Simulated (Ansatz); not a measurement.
# MgO: the cost of one run

Computed with Ansatz 0.2.0 (DFT PBEsol, scalar-relativistic, plane waves, PAW, unless a step's input says otherwise).

The COD cell was measured well above room temperature, so it is larger than a cold one.

5 further runs of the same task are left out: 1 that didn't finish, 4 set aside as unsound or not needed.

### 1 The structure to begin with

It takes space group Fm-3m (No. 225, cubic). The conventional cell has a = 4.214 Å, b = 4.214 Å, c = 4.214 Å, α = 90.00°, β = 90.00°, γ = 90.00°. Mg (site symmetry m-3m) is surrounded by 6 O at 2.11 Å. O (site symmetry m-3m) has 6 Mg at 2.11 Å as nearest neighbours.

Structure file:

```cif
data_structure
_symmetry_space_group_name_H-M 'P 1'
_symmetry_Int_Tables_number 1
_cell_length_a 2.9799
_cell_length_b 2.9799
_cell_length_c 2.9799
_cell_angle_alpha 60.000
_cell_angle_beta 60.000
_cell_angle_gamma 60.000
_cell_volume 18.71
loop_
_atom_site_label
_atom_site_type_symbol
_atom_site_fract_x
_atom_site_fract_y
_atom_site_fract_z
_atom_site_occupancy
Mg1 Mg 0.00000 0.00000 0.00000 1
O1 O 0.50000 0.50000 0.50000 1
```

It is the result of an earlier relaxation at this level (volume 9.36 Å³/atom; gap on the mesh: 4.62 eV).

### 2 Zone-centre modes

Input file input.yaml:

```yaml
crystal:
  lattice:
    - [0.0, 2.1210195817, 2.1210195817]
    - [2.1210195817, 0.0, 2.1210195817]
    - [2.1210195817, 2.1210195817, 0.0]
  atoms:
    - { symbol: Mg, position: [0.0, 0.0, 0.0] }
    - { symbol: O, position: [0.5, 0.5, 0.5] }
basis:
  ecutwfc: 420
kpoints:
  mp_grid: { grid: [10, 10, 10] }
hamiltonian:
  xc: pbesol
scf:
  occupations: { method: fixed }
output:
  eigenvalues: true
phonons:
  method: dfpt
  dielectric: true
  rigid_motions: translations
  eigenvectors: true
```

Started as:

```bash
ansatz run input.yaml --threads 1 --pin off --max-ram 3072MiB --backend cpu --events-out ev --progress --plain --runs-dir out
```

What time and memory should one allow on 1 thread of Intel Xeon Platinum 8259CL at 2.50GHz (Skylake/Cascade Lake), shared host?

About 15 s, with a peak of 0.44 GiB.
